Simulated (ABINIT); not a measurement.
**PbSe (Clausthalite): band structure with RPBE**

**What was measured.**

A printed reference work, monograph reports, for a bulk crystal of PbSe at 300 K: band gap 0.28 eV (direct).

Crystal: PbSe (Clausthalite).

```
CELL_PARAMETERS angstrom
0.00000 3.06065 3.06065
3.06065 0.00000 3.06065
3.06065 3.06065 0.00000
ATOMIC_POSITIONS crystal
Pb 0.00000 0.00000 0.00000
Se 0.50000 0.50000 0.50000
```

```json
{
  "Program": "ABINIT 10.8.3 (patched build)",
  "Task": "band structure",
  "Functional": "RPBE",
  "Potentials or basis": "JTH PAW PBE v2.0 sp",
  "Cutoff": "408 eV",
  "k mesh": "8 × 8 × 8",
  "Occupations": "fermi-dirac, width 0.05 eV",
  "Spin": "no spin polarisation",
  "Fine-grid cutoff": "816.342 eV",
  "Exchange and correlation inside the PAW spheres": "full angular mesh (pawxcdev 0, this build's default; the released program takes 1)"
}
```

- Pressure: 4.2 GPa
- Band gap on the k mesh: 0.40 eV, direct
- Band gap along the path: 0.40 eV, direct
- Valence electrons inside the program's atomic spheres: Pb 2.52; Se 3.92

Levels at the corners of the path, in eV from the valence-band top:
```
point  band 1  band 2  band 3  band 4  band 5  band 6  band 7  band 8  band 9  band 10
    Γ  -13.56   -6.28   -1.83   -1.83   -1.83    4.79    4.79    4.79    6.28     6.28
    X  -12.28   -7.39   -4.95   -3.20   -3.20    3.75    5.69    5.69    6.15     8.86
    W  -12.21   -8.02   -4.20   -4.20   -0.79    1.94    5.06    5.06    7.49     7.49
    K  -12.24   -8.04   -4.55   -2.71   -2.38    3.48    4.04    5.55    5.78     9.16
    Γ  -13.56   -6.28   -1.83   -1.83   -1.83    4.79    4.79    4.79    6.28     6.28
    L  -12.48   -8.80   -1.48   -1.48    0.00    0.40    1.74    1.74    8.07     9.13
    U  -12.24   -8.04   -4.55   -2.71   -2.38    3.48    4.04    5.55    5.78     9.16
    W  -12.21   -8.02   -4.20   -4.20   -0.79    1.94    5.06    5.06    7.49     7.49
    L  -12.48   -8.80   -1.48   -1.48    0.00    0.40    1.74    1.74    8.07     9.13
    K  -12.24   -8.04   -4.55   -2.71   -2.38    3.48    4.04    5.55    5.78     9.16
```

It took 26 s on 1 thread of Arm Neoverse V2 (shared host), peak memory 0.12 GiB.

Against the measured gap of PbSe, 0.28 eV (direct; 300 K; a printed reference work, monograph), the calculated 0.40 eV is off by +0.12 eV. 2 values of this kind are on record (0.15 to 0.28 eV); this one was drawn at random. Spin-orbit coupling on Pb, Se is left out. The value is that of RPBE, without temperature or zero-point motion.

Caveat: the PAW data sets were made with another functional, which shifts forces and pressure a little; spin-orbit coupling is left out, which as a rule narrows the gap of such compounds by several tenths of an eV; this set keeps more shells in the core, which shifts pressures and gaps.
